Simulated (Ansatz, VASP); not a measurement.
This is a calculation of W (Tungsten) for VASP 6.6.1. 

The input INCAR:

```
SYSTEM = W
PREC = Accurate ; ENCUT = 600
EDIFF = 1E-6 ; ISMEAR = -1
SIGMA = 0.05 ; LREAL = .False.
LASPH = .True. ; NELM = 60
ALGO = Normal ; ISIF = 3
LWAVE = .False. ; LCHARG = .False.
METAGGA = R2SCAN ; LMIXTAU = .True.
LUSE_VDW = .True. ; IVDW_NL = 2
BPARAM = 11.95 ; CPARAM = 0.0093
IBRION = 2 ; NSW = 40
EDIFFG = -0.005
```

KPOINTS

```
Automatic mesh
0
Gamma
  12 12 12
  0 0 0
```

The input POSCAR:

```
W
1.0
   -1.5823450000      1.5823450000      1.5823450000
    1.5823450000     -1.5823450000      1.5823450000
    1.5823450000      1.5823450000     -1.5823450000
W
1
Direct
    0.0000000000      0.0000000000      0.0000000000
```

Potentials or basis: VASP PAW PBE potentials, release 64 (W_sv).

Run with:

```console
$ cat potpaw_PBE.64/W_sv/POTCAR > POTCAR
$ mpirun -np 1 vasp_std > vasp.out
```

Task: Translate it to Ansatz 0.2.0. Potentials or basis there: Ansatz PAW, cutoff 500 eV.

Result: As run (cutoffs and basis follow the program's own potentials, and thresholds, step limits or extra output files can differ):

input.yaml

```yaml
crystal:
  lattice:
    - [-1.582345, 1.582345, 1.582345]
    - [1.582345, -1.582345, 1.582345]
    - [1.582345, 1.582345, -1.582345]
  atoms:
    - { symbol: W, position: [0.0, 0.0, 0.0] }
hamiltonian:
  xc: r2scan
  pseudopotentials: { kind: paw }
  dispersion: rvv10
kpoints:
  mp_grid: { grid: [12, 12, 12] }
scf:
  occupations: { method: fermi_dirac, width: 0.05 }
output:
  forces: true
  stress: true
  eigenvalues: true
relax:
  f_tol: 0.01
  max_steps: 40
  cell: { stress_tol: 0.05 }
```

Potentials or basis: Ansatz PAW.

The run is started by

```sh
$ ansatz run input.yaml --threads 2 --pin off --max-ram 5632MiB --backend cpu --events-out ev --progress --plain --runs-dir out
```

Both were run:

|  | VASP | Ansatz |
| --- | --- | --- |
| Relaxed volume | 15.91 Å³/atom | 15.81 Å³/atom |
| Relaxed cell | a = 2.744 Å, b = 2.744 Å, c = 2.744 Å, α = 109.47°, β = 109.47°, γ = 109.47° | a = 2.738 Å, b = 2.738 Å, c = 2.738 Å, α = 109.47°, β = 109.47°, γ = 109.47° |
| Space group after relaxing | Im-3m (No. 229) | Im-3m (No. 229) |
| Pressure after relaxing | 0.0 GPa | 0.0 GPa |

Ansatz's pressure holds a Pulay term of +0.09 GPa for its cutoff of 500 eV, which the other run lacks.

VASP's potentials were made for PBE. Ansatz's potentials were made for PBE.

Where Ansatz's input types no cutoff or centring, it takes its own default and a Γ-centred mesh.

Pressure is positive in compression.
